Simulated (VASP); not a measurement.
# SiC (F-43m) in VASP: notebook, part 2 of 2

VASP 6.6.1. The steps go on from the part before.

**4. Relaxation of cell and atoms, PBEsol**

INCAR reads:

```
PREC = Accurate
ENCUT = 600
EDIFF = 1E-6
ISMEAR = 0
SIGMA = 0.02
LREAL = False
LASPH = True
NELM = 100
ALGO = Normal
ISIF = 3
LWAVE = False
LCHARG = False
GGA = PS
IBRION = 2
NSW = 40
EDIFFG = -0.02
```

KPOINTS reads:

```
Automatic mesh
0
Gamma
  3 3 3
```

POSCAR reads:

```
SiC
1.0
    0.0000000000      2.2526106000      2.2526106000
    2.2526106000      0.0000000000      2.2526106000
    2.2526106000      2.2526106000      0.0000000000
C Si
1 1
Direct
    0.7500000000      0.7500000000      0.7500000000
    0.5000000000      0.5000000000      0.5000000000
```

Potentials or basis: VASP PAW PBE potentials, release 64 (C, Si).

On the command line:

```console
$ cat potpaw_PBE.64/C/POTCAR potpaw_PBE.64/Si/POTCAR > POTCAR
$ mpirun -np 1 vasp_std > vasp.out
```

OUTCAR:

```text
PREC = Accurate
   ENCUT = 600
   EDIFF = 1E-6
   ISMEAR = 0
   LREAL = False
   LASPH = True
   NELM = 100
   ISIF = 3
   GGA = PS
   IBRION = 2
   NSW = 40
   EDIFFG = -0.02

 ion  position               nearest neighbor table
   1  0.750  0.750  0.750-   2 1.95   2 1.95   2 1.95   2 1.95
   2  0.500  0.500  0.500-   1 1.95   1 1.95   1 1.95   1 1.95

  LATTYP: Found a face centered cubic cell.
 ALAT       =     4.5052212000

  Lattice vectors:

 A1 = (   0.0000000000,   2.2526106000,   2.2526106000)
 A2 = (   2.2526106000,   0.0000000000,   2.2526106000)
 A3 = (   2.2526106000,   2.2526106000,   0.0000000000)

Analysis of symmetry for initial positions (statically):
=====================================================================
 Subroutine PRICEL returns:
 Original cell was already a primitive cell.

 Routine SETGRP: Setting up the symmetry group for a
 face centered cubic supercell.

 Subroutine GETGRP returns: Found 24 space group operations
 (whereof 24 operations were pure point group operations)
 out of a pool of 48 trial point group operations.

[... 134 lines left out ...]

 number of electron       8.0000000 magnetization

 Free energy of the ion-electron system (eV)
  ---------------------------------------------------
  ext. energy  EPLUGINS =         0.00000000
  ---------------------------------------------------
  free energy    TOTEN  =       -15.28468140 eV

  energy without entropy =      -15.28468140  energy(sigma->0) =      -15.28468140

------------------------ aborting loop because EDIFF is reached ----------------------------------------

  FORCE on cell =-STRESS in cart. coord.  units (eV):
  Direction    XX          YY          ZZ          XY          YZ          ZX
  --------------------------------------------------------------------------------------
  -------------------------------------------------------------------------------------
  Total       -2.4203699     -2.4203699     -2.4203699      0.0000000      0.0000000      0.0000000
  in kB     -169.6305059   -169.6305059   -169.6305059      0.0000000      0.0000000      0.0000000
  external PRESSURE =    -169.6305059 kB  Pullay stress =       0.0000000 kB
[... 59 lines left out ...]
--------------------------------------- Ionic step        3  -------------------------------------------

 number of electron       8.0000000 magnetization

 Free energy of the ion-electron system (eV)
  ---------------------------------------------------
  ext. energy  EPLUGINS =         0.00000000
  ---------------------------------------------------
  free energy    TOTEN  =       -15.40016712 eV

  energy without entropy =      -15.40016712  energy(sigma->0) =      -15.40016712

 E-fermi :   8.2844     XC(G=0): -11.4312

 val. band max:        8.1329841869   @ k =   0.0000   0.0000   0.0000
 cond. band min:      10.4923735287   @ k =   0.3333   0.3333   0.0000
 fundamental gap:      2.3593893418
 Fermi energy:         8.2843562310

 k-point     1 :       0.0000    0.0000    0.0000
  band No.  band energies     occupation
      1      -7.3066      2.00000
      2       8.1330      2.00000
      3       8.1330      2.00000
      4       8.1330      2.00000
      5      14.1810      0.00000
      6      15.1659      0.00000
      7      15.1659      0.00000
      8      15.1659      0.00000
[... 60 lines left out ...]
  FREE ENERGIE OF THE ION-ELECTRON SYSTEM (eV)
  ---------------------------------------------------
  free  energy   TOTEN  =       -15.4001671172 eV

  energy  without entropy=      -15.4001671172  energy(sigma->0) =      -15.40016712

 reached required accuracy - stopping structural energy minimisation
```

Run time: 3.6 s. Hardware: 1 thread of Intel Xeon 6975P-C (Granite Rapids), shared host; peak memory 0.15 GiB.

Results:

| Item | Value |
| --- | --- |
| Free energy | -15.4002 eV |
| Relaxed volume | 10.43 Å³/atom |
| Relaxed cell | a = 3.090 Å, b = 3.090 Å, c = 3.090 Å, α = 60.00°, β = 60.00°, γ = 60.00° |
| Space group after relaxing (to 0.05 Å) | F-43m (No. 216) |
| Energy gained by relaxing | 57.7 meV/atom |
| Ionic steps | 3 |
| Pressure after relaxing | -0.3 GPa |
| Band gap on the k mesh | 2.36 eV, indirect (least direct gap 5.02 eV) |

Step by step:
```tsv
step	energy change (eV)	largest force (eV/Å)	pressure (GPa)	volume (Å³)
1	0.0000	0.0000	-16.96	22.86
2	0.0010	0.0000	22.85	19.09
3	-0.1155	0.0000	-0.29	20.87
```

Final structure:
```cif
data_structure
_symmetry_space_group_name_H-M 'P 1'
_symmetry_Int_Tables_number 1
_cell_length_a 3.0903
_cell_length_b 3.0903
_cell_length_c 3.0903
_cell_angle_alpha 60.000
_cell_angle_beta 60.000
_cell_angle_gamma 60.000
_cell_volume 20.87
loop_
_atom_site_label
_atom_site_type_symbol
_atom_site_fract_x
_atom_site_fract_y
_atom_site_fract_z
_atom_site_occupancy
C1 C 0.75000 0.75000 0.75000 1
Si1 Si 0.50000 0.50000 0.50000 1
```

Levels at points of the mesh, in eV from the valence-band top:
| k point | band 1 | band 2 | band 3 | band 4 | band 5 | band 6 | band 7 | band 8 |
| --- | --- | --- | --- | --- | --- | --- | --- | --- |
| (0.00, 0.00, 0.00) | -15.44 | 0.00 | 0.00 | 0.00 | 6.05 | 7.03 | 7.03 | 7.03 |

Caveat: the k mesh is coarse (spacing up to 0.81 Å⁻¹), so the values aren't converged; the PAW data sets were made with another functional, which shifts forces and pressure a little; an odd mesh through Γ misses points on the zone boundary, where band edges often lie. As with any semilocal functional, this PBEsol gap is likely too small.

**5. Relaxation of cell and atoms, r2SCAN**

INCAR reads:

```
SYSTEM = SiC
PREC = Accurate
ENCUT = 600
EDIFF = 1E-7
ISMEAR = 0
SIGMA = 0.02
LREAL = .False.
LASPH = .True.
NELM = 80
ALGO = Normal
ISIF = 3
LWAVE = .False.
LCHARG = .False.
METAGGA = R2SCAN
LMIXTAU = .True.
IBRION = 2
NSW = 60
EDIFFG = -0.01
```

KPOINTS reads:

```
Automatic mesh
0
Gamma
  9 9 9
  0 0 0
```

POSCAR is that of step 4.

On the command line:

```console
$ cat potpaw_PBE.64/C/POTCAR potpaw_PBE.64/Si/POTCAR > POTCAR
$ mpirun -np 1 vasp_std > vasp.out
```

Run time: 1.9 min. Hardware: 1 thread of Intel Xeon Platinum 8488C (Sapphire Rapids), shared host; peak memory 0.16 GiB.

Results (log left out):

| Item | Value |
| --- | --- |
| Free energy | -19.3316 eV |
| Relaxed volume | 10.31 Å³/atom |
| Relaxed cell | a = 3.078 Å, b = 3.078 Å, c = 3.078 Å, α = 60.00°, β = 60.00°, γ = 60.00° |
| Space group after relaxing (to 0.05 Å) | F-43m (No. 216) |
| Energy gained by relaxing | 72.1 meV/atom |
| Ionic steps | 4 |
| Pressure after relaxing | 0.1 GPa |
| Band gap on the k mesh | 1.88 eV, indirect (least direct gap 5.15 eV) |

Step by step:
```tsv
step	energy change (eV)	largest force (eV/Å)	pressure (GPa)	volume (Å³)
1	0.0000	0.0000	-19.05	22.86
2	0.0143	0.0000	27.86	18.65
3	-0.1442	0.0000	-0.41	20.67
4	-0.1442	0.0000	0.05	20.63
```

Final structure:
```cif
data_structure
_symmetry_space_group_name_H-M 'P 1'
_symmetry_Int_Tables_number 1
_cell_length_a 3.0784
_cell_length_b 3.0784
_cell_length_c 3.0784
_cell_angle_alpha 60.000
_cell_angle_beta 60.000
_cell_angle_gamma 60.000
_cell_volume 20.63
loop_
_atom_site_label
_atom_site_type_symbol
_atom_site_fract_x
_atom_site_fract_y
_atom_site_fract_z
_atom_site_occupancy
C1 C 0.75000 0.75000 0.75000 1
Si1 Si 0.50000 0.50000 0.50000 1
```

Levels at points of the mesh, in eV from the valence-band top:
| k point | band 2 | band 3 | band 4 | band 5 | band 6 | band 7 |
| --- | --- | --- | --- | --- | --- | --- |
| (0.00, 0.00, 0.00) | 0.00 | 0.00 | 0.00 | 6.87 | 7.87 | 7.87 |

Caveat: the PAW data sets were made with another functional, which shifts forces and pressure a little; an odd mesh through Γ misses points on the zone boundary, where band edges often lie.

**6. Relaxation of cell and atoms, PBEsol**

INCAR reads:

```
SYSTEM = SiC
PREC = Accurate
ENCUT = 200
EDIFF = 1E-7
ISMEAR = 0
SIGMA = 0.02
LREAL = .FALSE.
LASPH = .TRUE.
NELM = 80
ALGO = Normal
ISIF = 3
LWAVE = .FALSE.
LCHARG = .FALSE.
GGA = PS
IBRION = 2
NSW = 60
EDIFFG = -0.01
```

KPOINTS reads:

```
regular mesh
0
G
  9 9 9
  0 0 0
```

POSCAR is that of step 5.

Potentials or basis: VASP PAW PBE potentials, release 64 (C, Si).

On the command line:

```console
$ cat potpaw_PBE.64/C/POTCAR potpaw_PBE.64/Si/POTCAR > POTCAR
$ mpirun -np 1 vasp_std > vasp.out
```

Run time: 6.2 s. Hardware: 1 thread of Intel Xeon Platinum 8488C (Sapphire Rapids), shared host; peak memory 0.1 GiB.

The run converged, but a check on its numbers failed (symmetry, net force, bounds or a known fault of this set-up), so they aren't taken as properties of the crystal.

Caveat: the cutoff lies under the usual one of these potentials, so the numbers hold a large basis-set error; the volume moved by over 15 % at a fixed basis, so the end points are rough; the PAW data sets were made with another functional, which shifts forces and pressure a little; an odd mesh through Γ misses points on the zone boundary, where band edges often lie.

**7. Overview**

```csv
level,k mesh,mesh quality,gap on the mesh (eV),pressure (GPa),relaxed volume (Å³/atom)
PBEsol,9 × 9 × 9,not flagged,1.38,0.1,10.34
PBEsol,3 × 3 × 3,coarse,2.36,-0.3,10.43
r2SCAN,9 × 9 × 9,not flagged,1.88,0.1,10.31
```

Alike in all rows: task relaxation of cell and atoms; potentials or basis VASP PAW PBE potentials, release 64 (C, Si); no spin polarisation; cell relaxed; cutoff (eV) 600; smearing gaussian 0.02 eV.

Caveats: some runs use coarse meshes; the PAW data sets were made with another functional, which shifts forces and pressure a little; an odd mesh through Γ misses points on the zone boundary, where band edges often lie.

Absolute energies hang on the potentials; compare differences alone.
